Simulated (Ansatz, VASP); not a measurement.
# One calculation of InSb, two programs

```xyz
2
Lattice="0.0000 3.0570 3.0570 3.0570 0.0000 3.0570 3.0570 3.0570 0.0000" Properties=species:S:1:pos:R:3 pbc="T T T"
In    0.0000    0.0000    0.0000
Sb    4.5855    4.5855    4.5855
```

Alike in both runs: functional r2SCAN; k mesh 12 × 12 × 12; occupations fermi-dirac, width 0.1 eV; no spin polarisation.

Ansatz relaxed the structure, and its values are those at the end. VASP's run is a single point on that final structure, the one shown.

```csv
,VASP,Ansatz
version,VASP 6.6.1,Ansatz 0.2.0
potentials or method,"VASP PAW PBE potentials, release 64 (In_d, Sb)","PAW with Ansatz's default frozen-core files, scalar-relativistic"
plane-wave cutoff (eV),520,500
valence electrons in the cell,18,28
```

```tsv
	VASP	Ansatz	Ansatz less VASP
pressure (GPa)	15.0	15.0	-0.02
```

The two sets of potentials don't hold the same shells in valence.

Caveats: so large a pressure means that the cell lies far from this level's equilibrium, or that cutoff or potentials fall short (VASP); the potentials were made for another functional, which shifts forces and pressure (VASP). A k mesh can miss the band edges.
